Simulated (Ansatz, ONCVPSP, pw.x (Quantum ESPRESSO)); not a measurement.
**What a changed setting does to a pw.x run (sc Pt)**

Potential: optimised norm-conserving Vanderbilt (ONCV), ONCVPSP 4.0.1.1 (patched build), PBE; core [Kr] 4d10 4f14, reference 5s2 5p6 5d9 6s1; waves: 5s+6s: rc 1.70 bohr, ncon 5, nbas 9, qcut 8.5 1/bohr, 2 projectors; 5p: rc 1.85 bohr, ncon 3, nbas 8, qcut 6.2 1/bohr, 3 projectors, debl 2.2 Ha; 5d: rc 2.30 bohr, ncon 5, nbas 10, qcut 6.8 1/bohr, 2 projectors, debl 0.5 Ha; local part: polynomial inside 1.40 bohr (lpopt 4, dvloc0 4 Ha); core correction: Teter function, fcfact 1.6, rcfact 1.4.

The reference run (k-mesh 12³, cutoffs 70/280 Ry, Fermi–Dirac 0.01 Ry, mixing_beta 0.4, conv_thr 1e-9, no spin) gives -1.43 GPa at 18.193 Å³/atom, where all-electron LAPW gives -0.80 GPa. This run, with its own iteration cap, changes smearing to mv.

```
&control
  calculation='scf', prefix='x', pseudo_dir='./', outdir='./tmp', tstress=.true., disk_io='none'
/
&system
  ibrav=0, nat=1, ntyp=1, ecutwfc=70, ecutrho=280, nbnd=17,
  occupations='smearing', smearing='mv', degauss=0.01
/
&electrons
  conv_thr=1e-09, mixing_beta=0.4, electron_maxstep=60
/
ATOMIC_SPECIES
Pt 1.0 Pt.UPF
CELL_PARAMETERS angstrom
  2.63007484 0.00000000 0.00000000
  0.00000000 2.63007484 0.00000000
  0.00000000 0.00000000 2.63007484
ATOMIC_POSITIONS crystal
Pt 0.0000 0.0000 0.0000
K_POINTS automatic
12 12 12 0 0 0
```

```bash
pw.x < Pt.scf.in > Pt.scf.out
```

Question: How does the run end?

Answer: It converges in 9 iterations; the free energy moves by +41.1 meV/atom and the pressure by -0.47 GPa. This scheme is built to cancel the term in the square of the width that Fermi–Dirac smearing leaves in the F of a metal.

```
Message from routine setup:
     using ibrav=0 with symmetry is DISCOURAGED, use correct ibrav instead
     lattice parameter (alat)  =       4.9701  a.u.
     unit-cell volume          =     122.7724 (a.u.)^3
     number of electrons       =        18.00
     number of Kohn-Sham states=           17
     kinetic-energy cutoff     =      70.0000  Ry
     charge density cutoff     =     280.0000  Ry
     scf convergence threshold =      1.0E-09
     Exchange-correlation= PBE
     number of k points=    84  Marzari-Vanderbilt smearing, width (Ry)=  0.0100
     iteration #  1     ecut=    70.00 Ry     beta= 0.40
     total energy              =    -246.25725644 Ry
     estimated scf accuracy    <       0.07717757 Ry
     iteration #  2     ecut=    70.00 Ry     beta= 0.40
     total energy              =    -246.27075910 Ry
     estimated scf accuracy    <       0.00169985 Ry
     iteration #  3     ecut=    70.00 Ry     beta= 0.40
     total energy              =    -246.27077635 Ry
     estimated scf accuracy    <       0.00059974 Ry
     [... 3 iterations left out ...]
     iteration #  7     ecut=    70.00 Ry     beta= 0.40
     total energy              =    -246.27081236 Ry
     estimated scf accuracy    <       0.00000002 Ry
     iteration #  8     ecut=    70.00 Ry     beta= 0.40
     total energy              =    -246.27081237 Ry
     estimated scf accuracy    <          1.1E-09 Ry
     iteration #  9     ecut=    70.00 Ry     beta= 0.40
     the Fermi energy is    18.2123 ev
!    total energy              =    -246.27081237 Ry
     estimated scf accuracy    <          6.2E-11 Ry
     smearing contrib. (-TS)   =       0.00015499 Ry
     The total energy is F=E-TS. E is the sum of the following terms:
     one-electron contribution =     -78.77458149 Ry
     hartree contribution      =      47.53505481 Ry
     xc contribution           =     -30.06927207 Ry
     ewald contribution        =    -184.96216861 Ry
     convergence has been achieved in   9 iterations
          total   stress  (Ry/bohr**3)                   (kbar)     P=      -18.98
     Message from routine punch:
     Nothing written, as per user request (disk_io='none')
```

The run took about 38 s on one core of a shared host (Neoverse-N1, 64 threads, 124 GiB, load 57).
